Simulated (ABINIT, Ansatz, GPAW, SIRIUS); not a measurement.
**CoO: programs and potentials compared**

```
Co O
1.0
    -1.50800    1.50800    2.10725
     1.50800   -1.50800    2.10725
     1.50800    1.50800   -2.10725
Co O
1 1
Direct
  0.00000 0.00000 0.00000
  0.50000 0.50000 0.00000
```

Alike in all runs: task single point; functional PBEsol; k mesh 12 × 12 × 12; occupations fermi-dirac, width 0.05 eV; collinear spin, ferromagnetic start; no spin-orbit coupling. Pressure is positive in compression and, in plane waves, holds the error of the finite cutoff.

```tsv
program and potentials	plane-wave cutoff (eV)	notes	band gap (eV)	pressure (GPa)	net moment per atom (μB)
Ansatz, all-electron LAPW, scalar-relativistic	-	-	no gap	-9.15	1.47
ABINIT, JTH PAW PBE v2.0	707	potentials made for PBE; 11.5 valence electrons an atom on average	no gap	-9.32	1.47
SIRIUS, PseudoDojo 0.4.1 PBEsol standard (scalar relativistic)	1307	11.5 valence electrons an atom on average	no gap	-9.41	1.49
GPAW, PAW data sets generated for this functional	800	7.5 valence electrons an atom on average	no gap	-8.24	1.47
```

None finds a gap. The pressure spans -9.41 (SIRIUS, PseudoDojo 0.4.1 PBEsol standard (scalar relativistic)) to -8.24 GPa (GPAW, PAW data sets generated for this functional), with all-electron results at -9.15. The net moment per atom spans 1.47 (ABINIT, JTH PAW PBE v2.0) to 1.49 μB (SIRIUS, PseudoDojo 0.4.1 PBEsol standard (scalar relativistic)), with all-electron results at 1.47. The state is the one that the start led to, which needn't be the lowest.

Differences between rows come from potentials, basis sets and numerical settings, since the functional is the same but for its coding. Runs on potential files found faulty are left out.
